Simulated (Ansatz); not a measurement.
**CuO: equilibrium volume by level of theory**

```
Cu O
1.0
     0.00000   -2.11656   -2.11656
    -2.11656    0.00000   -2.11656
     2.11656    2.11656   -4.23312
Cu O
2 2
Direct
  0.50389 0.47699 0.48801
  0.00389 0.97699 0.98801
  0.74611 0.77301 0.76199
  0.24611 0.27301 0.26199
```

The cell comes from a database or a generator and needn't be the stable form of this composition.

```csv
rung,level,program and potentials,cutoff (eV),k mesh,smearing,core time,chip,equilibrium volume (Å³/atom),notes
LDA,LDA,"Ansatz, Ansatz PAW",420,10 × 10 × 6,fermi-dirac 0.05,4.5 min,Arm Neoverse V2,8.77,"potentials made for PBE, which Ansatz adapts in part"
GGA,PBEsol,"Ansatz, Ansatz PAW",420,10 × 10 × 6,fermi-dirac 0.05,4.7 min,Arm Neoverse V1,9.10,"potentials made for PBE, which Ansatz adapts in part"
GGA,BLYP,"Ansatz, Ansatz PAW",420,10 × 10 × 6,fermi-dirac 0.05,4.8 min,Arm Neoverse V2,9.98,"potentials made for PBE, which Ansatz adapts in part"
GGA + U (5.3 eV),"PBEsol+U (Cu d U = 5.3 eV, fll (the default))","Ansatz, Ansatz PAW",420,10 × 10 × 6,fermi-dirac 0.05,5.6 min,Arm Neoverse V1,9.22,"potentials made for PBE, which Ansatz adapts in part"
GGA + U (4.5 eV),"PBEsol+U (Cu d U = 4.5 eV, fll (the default))","Ansatz, Ansatz PAW",420,10 × 10 × 6,fermi-dirac 0.05,6.1 min,Arm Neoverse V1,9.20,"potentials made for PBE, which Ansatz adapts in part"
```

Times are single runs on shared hosts and different chips, so they are rough; meshes, cutoffs and the tasks' sizes weigh on the time. Task: relaxation of cell and atoms. All rows: no spin polarisation. Smearing widths are in eV. For a metal such meshes aren't converged. Meshes are those of the run's cell of 4 atoms unless a note names another. Relaxations start from the cell shown or near it and stop with a little pressure left. Runs on faulty files, with rough fits or with known faults for this quantity aren't shown. PBE isn't shown for this crystal. No row holds spin-orbit coupling.

By rung: LDA 8.77; GGA 9.10 to 9.98; GGA + U (5.3 eV) 9.22; GGA + U (4.5 eV) 9.20 (Å³/atom).
